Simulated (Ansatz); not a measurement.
# Converging the field response of a SrCl2 (111) film, part 3 of 3

Which settings does the induced dipole of a SrCl2 (111) film need, and which can be cut?

Ansatz 0.2.0; plane-wave DFT, PBE, Ansatz PAW (the session's first sound run).

So far, equivalent conductor thickness p/(ε₀AE) (Å): step 2 (run, setting first choice, PBE) 8.17; step 16 (run, box 28.1 Å (run 7), PBE) 8.17; step 17 (run, box 28.1 Å (run 8), PBE) 8.17; step 18 (run, box 28.1 Å (run 9), PBE) 8.17; step 19 (LDA) 8.28.

## Step 20: Run, box 28.1 Å (run 10)

This step: plane-wave DFT, r2SCAN, Ansatz PAW (Ansatz 0.2.0).

input.yaml reads:

```yaml
crystal:
  lattice:
    - [4.93560533, 0.0, 0.0]
    - [-2.46780267, 4.2743596, 0.0]
    - [0.0, 0.0, 28.0747621974]
  atoms:
    - { symbol: Cl, position: [0.66666667, 0.33333333, 0.3205726174] }
    - { symbol: Sr, position: [0.33333333, 0.66666667, 0.3564580939] }
    - { symbol: Cl, position: [0.0, 0.0, 0.3923435704] }
    - { symbol: Cl, position: [0.33333333, 0.66666667, 0.4641145235] }
    - { symbol: Sr, position: [0.0, 0.0, 0.5] }
    - { symbol: Cl, position: [0.66666667, 0.33333333, 0.5358854765] }
    - { symbol: Cl, position: [0.0, 0.0, 0.6076564296] }
    - { symbol: Sr, position: [0.66666667, 0.33333333, 0.6435419061] }
    - { symbol: Cl, position: [0.33333333, 0.66666667, 0.6794273826] }
kpoints:
  mp_grid: { grid: [6, 6, 1] }
hamiltonian:
  xc: r2scan
scf:
  occupations: { method: fixed }
  convergence: { dr2_threshold: 1.0e-10 }
efield:
  axis: 3
  dipole_correction: true
  ramp_position: 0.97
  ramp_width: 0.06
  amplitude: 0.1
output:
  write_potential: true
  write_density: true
  volumetric_format: npy
```

The run is started by

```bash
ansatz run input.yaml --threads 2 --pin off --max-ram 3072MiB --backend cpu --events-out ev --progress --plain --runs-dir out
```

Numbers of over 12 decimals in the logs are rounded to 6 here.

The log of the run:

```text
[...]
Crystal: 9 atoms, lattice volume = 592.281 Å³
Basis set: ecut = 500 eV, 14893 PW (Γ), exchange–correlation on 144×144×864 points (64 copies of the dense FFT grid, shifted against one another)
Bands: 45, of which v1, the nominal top of the filled ones, is band 36 counted from 1 (35 counted from 0)
Symmetry: 6 space group operations
k-points: 7 of 36 (time reversal used)
[...]
k-point 0: bands = [... 32 lower, -3.4751, -3.2406, -3.2095, -3.2095, 2.8100, 3.2941, 3.8268, 3.8268, ... 5 higher]
  k-point 1: bands = [... 32 lower, -3.4263, -3.2274, -3.2131, -3.1427, 3.1556, 3.5910, 3.8602, 3.9701, ... 5 higher]
  k-point 2: bands = [... 32 lower, -3.3048, -3.2899, -3.1908, -2.9851, 3.4346, 3.7695, 3.8498, 4.1350, ... 5 higher]
  k-point 6: bands = [... 32 lower, -3.2961, -3.1477, -3.1334, -2.9871, 3.6995, 3.7911, 4.0131, 4.2541, ... 5 higher]
[key lines of the parts left out:]
SCF converged after 11 iterations
Free energy (F): -17191.539475 eV
Fermi energy:    -2.912383 eV
Dipole field:    D = 0.028321 V/Å  (p = 0.092698 e·Å, saw-weighted, corrected)
```

It took 64 s on 2 threads of Arm Neoverse N1, shared host; peak memory 1.6 GiB.

The dipole corresponds to a conductor 7.951 Å thick, -2.68 % from the first choice, at 2.8 times its CPU time.

## Step 21: Run, box 28.1 Å (run 11)

This step: plane-wave DFT, PBE, norm-conserving (Ansatz 0.2.0).

input.yaml: that of step 20 with these lines changed.

```diff
@@ -18,3 +18,4 @@
 hamiltonian:
-  xc: r2scan
+  xc: pbe
+  pseudopotentials: { kind: nc }
 scf:
```

The log of the run:

```text
[...]
Crystal: 9 atoms, lattice volume = 592.281 Å³
Basis set: ecut = 925.187132 eV, 37939 PW (Γ)
Bands: 45, of which v1, the nominal top of the filled ones, is band 36 counted from 1 (35 counted from 0)
Symmetry: 6 space group operations
k-points: 7 of 36 (time reversal used)
[...]
k-point 0: bands = [... 32 lower, -3.0945, -2.8728, -2.8379, -2.8379, 2.4301, 2.8921, 3.5882, 3.5882, ... 5 higher]
  k-point 1: bands = [... 32 lower, -3.0494, -2.8575, -2.8451, -2.7764, 2.7629, 3.1925, 3.6381, 3.7541, ... 5 higher]
  k-point 2: bands = [... 32 lower, -2.9321, -2.9250, -2.8274, -2.6209, 3.2266, 3.4475, 3.6109, 3.8716, ... 5 higher]
  k-point 6: bands = [... 32 lower, -2.9247, -2.7834, -2.7702, -2.6286, 3.5777, 3.6058, 3.7732, 3.9403, ... 5 higher]
[key lines of the parts left out:]
SCF converged after 11 iterations
Free energy (F): -5494.107202 eV
Fermi energy:    -2.550682 eV
Dipole field:    D = 0.029101 V/Å  (p = 0.095250 e·Å, saw-weighted, corrected)
```

The job ended after 7.2 min (2 threads; peak memory 1.7 GiB; 2.8 min of CPU time).

The dipole corresponds to a conductor 8.170 Å thick, +0.00 % from the first choice, at 3.8 times its CPU time.

## Step 22: Single point, box 28.1 Å (run 6)

This step: plane-wave DFT, PBE, JTH PAW (Ansatz 0.2.0).

input.yaml: that of step 21 with these lines changed.

```diff
@@ -19,3 +19,3 @@
   xc: pbe
-  pseudopotentials: { kind: nc }
+  pseudopotentials: { kind: paw, source: jth }
 scf:
```

The log of the run:

```text
[...]
k-point 0: bands = [... 32 lower, -3.0919, -2.8709, -2.8350, -2.8350, 2.4242, 2.8868, 3.5898, 3.5898, ... 5 higher]
  k-point 1: bands = [... 32 lower, -3.0475, -2.8545, -2.8422, -2.7745, 2.7570, 3.1879, 3.6386, 3.7558, ... 5 higher]
  k-point 2: bands = [... 32 lower, -2.9300, -2.9220, -2.8246, -2.6187, 3.2249, 3.4434, 3.6103, 3.8694, ... 5 higher]
  k-point 6: bands = [... 32 lower, -2.9223, -2.7806, -2.7674, -2.6261, 3.5766, 3.6048, 3.7703, 3.9397, ... 5 higher]
[key lines of the parts left out:]
SCF converged after 12 iterations
Free energy (F): -17120.727358 eV
Fermi energy:    -2.548329 eV
Dipole field:    D = 0.029088 V/Å  (p = 0.095209 e·Å, saw-weighted, corrected)
```

Run time: 4.2 min. Hardware: 2 threads; peak memory 1.8 GiB.

The dipole corresponds to a conductor 8.166 Å thick, -0.04 % from the first choice, at 3.7 times its CPU time.

## Step 23: Side by side

Times are for 2 threads of Arm Neoverse N1, shared host. The series side by side:

```csv
no.,setting,equivalent conductor thickness p/(ε₀AE) (Å),time,memory (GiB)
1,first choice,8.170,23 s,0.71
2,cutoff 250 eV,8.168,10 s,0.46
3,cutoff 330 eV,8.169,17 s,0.55
4,cutoff 600 eV,8.170,39 s,1.0
5,mesh 1x1,8.516,3.4 s,0.45
6,mesh 2x2,8.181,5.1 s,0.60
7,mesh 3x3,8.169,10 s,0.61
8,mesh 12x12,8.170,65 s,0.94
9,vacuum 10 Å,8.167,17 s,0.57
10,vacuum 14 Å,8.170,20 s,0.64
11,vacuum 26 Å,8.169,30 s,0.85
12,field 0.005 V/Å,8.169,22 s,0.71
13,field 0.03 V/Å,8.169,23 s,0.71
14,field 0.3 V/Å,8.173,23 s,0.71
15,SCF threshold 1e-04 eV,8.167,21 s,0.70
16,SCF threshold 1e-06 eV,8.169,22 s,0.71
17,SCF threshold 1e-08 eV,8.170,21 s,0.71
18,"LDA, Ansatz PAW (420 eV)",8.281,23 s,0.69
19,"r2SCAN, Ansatz PAW (500 eV)",7.951,64 s,1.6
20,"PBE, norm-conserving (925 eV)",8.170,7.2 min,1.7
21,"PBE, JTH PAW (930 eV)",8.166,4.2 min,1.8
```

## Step 24: Results

```json
{"equivalent conductor thickness, first choice": "8.170 Å", "equivalent conductor thickness, cutoff 600 eV": "8.170 Å", "equivalent conductor thickness, mesh 1x1": "8.516 Å", "equivalent conductor thickness, vacuum 26 Å": "8.169 Å", "equivalent conductor thickness, LDA, Ansatz PAW (420 eV)": "8.281 Å", "equivalent conductor thickness, r2SCAN, Ansatz PAW (500 eV)": "7.951 Å"}
```

**Reading.** The first choice gives 8.17 Å. Numerical settings off by more than 1 % against it: mesh 1x1 (+4.2 %). The cheapest single change that stays within 0.5 % is mesh 2x2, at 21 % of the CPU time. Functionals and files move it by +1.4 % (LDA, Ansatz PAW (420 eV)), -2.7 % (r2SCAN, Ansatz PAW (500 eV)), under 0.1 % (PBE, norm-conserving (925 eV)) and under 0.1 % (PBE, JTH PAW (930 eV)). The film is symmetric and its atoms are held, so the dipole is the electronic response to the field alone. Times of a few seconds on a shared host rank the settings only roughly. In 1 run of the series (vacuum 10 Å) the program warns that electrons reach the sawtooth's ramp, which makes dipole and work function less sure.

[Logs are printed without paths, hosts, clocks, repeated set-up lines and the standing remarks that a program may print on its own settings, such as how far it seeks lower states.]

[Hosts, paths, dates, database ids (printed as entryN), source tags and the programs' standing remarks are cut or masked in the printed files.]

[Maps of the electrostatic potential energy from Ansatz leave out the sawtooth potential of an applied field or a dipole correction, so their vacuum need not be flat; planar profiles and work functions include it.]
